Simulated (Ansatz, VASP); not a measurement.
# Co: VASP beside Ansatz

File INCAR:

```
SYSTEM = Co
PREC     = Accurate       ! precision mode
ENCUT    = 520            ! plane-wave cutoff, eV
EDIFF    = 1E-6           ! SCF threshold, eV
ISMEAR   = -1             ! smearing method
SIGMA    = 0.1            ! smearing width, eV
LREAL    = .FALSE.        ! projectors in reciprocal space
LASPH    = .TRUE.         ! aspherical terms in the spheres
NELM     = 150            ! most SCF steps
ALGO     = Normal         ! electronic algorithm
ISIF     = 2              ! what is computed and relaxed
LWAVE    = .FALSE.        ! write WAVECAR
LCHARG   = .FALSE.        ! write CHGCAR
ISPIN    = 2              ! spin polarisation
MAGMOM   = 0 3            ! initial moments
LORBIT   = 11             ! projections on sites
LMAXMIX  = 4              ! l up to which the mixer works
GGA      = PS             ! functional
NBANDS   = 20             ! bands
```

File KPOINTS:

```
Automatic mesh
0
G
  12 12 6
  0 0 0
```

POSCAR

```
Co
1.0
    0.0000000000      1.7978500000      1.7978500000
    1.7978500000      0.0000000000      1.7978500000
    3.5957000000      3.5957000000      0.0000000000
Co
2
Direct
    0.0000000000      0.0000000000      0.0000000000
    0.0000000000      0.0000000000      0.5000000000
```

Input for Ansatz:

```yaml
crystal:
  lattice:
    - [0.0, 1.79785, 1.79785]
    - [1.79785, 0.0, 1.79785]
    - [3.5957, 3.5957, 0.0]
  atoms:
    - { symbol: Co, position: [0.0, 0.0, 0.0] }
    - { symbol: Co, position: [0.0, 0.0, 0.5], spin: 3.0 }
magnetization:
  spin_polarized: true
hamiltonian:
  xc: pbesol
  pseudopotentials: { kind: paw }
basis:
  ecutwfc: 420
kpoints:
  mp_grid: { grid: [12, 12, 6] }
scf:
  occupations: { method: fermi_dirac, width: 0.1 }
  lower_state_search: "off"
output:
  forces: true
  stress: true
```

Alike in both runs: task single point; functional PBEsol; k mesh 12 × 12 × 6; occupations fermi-dirac, width 0.1 eV; collinear spin.

|  | VASP | Ansatz |
| --- | --- | --- |
| version | VASP 6.6.1 | Ansatz 0.2.0 |
| potentials or method | VASP PAW PBE potentials, release 64 (Co) | PAW, plane waves, scalar-relativistic |
| plane-wave cutoff (eV) | 520 | 420 |
| valence electrons in the cell | 18 | 34 |

Ansatz gave:

| Property | Result |
| --- | --- |
| pressure (GPa) | -19.8 |
| largest component of the traceless stress (GPa) | 0.00 |
| net moment per atom (μB) | 1.71 |
| size of the moment on the site where the two differ most (μB) | 1.78 |

Q: Estimate VASP's values.

A: Pressure (GPa): -24.9; largest component of the traceless stress (GPa): 1.48; net moment per atom (μB): 0.00; size of the moment on the site where the two differ most (μB): 1.17.

The net moments differ so much that the two runs ended in different magnetic states, which moves the other rows too. Site moments also hang on the region over which each program counts them. The two sets of potentials don't hold the same shells in valence.

Caveats: so large a pressure means that the cell lies far from this level's equilibrium, or that cutoff or potentials fall short (VASP); the potentials were made for another functional, which shifts forces and pressure (VASP).
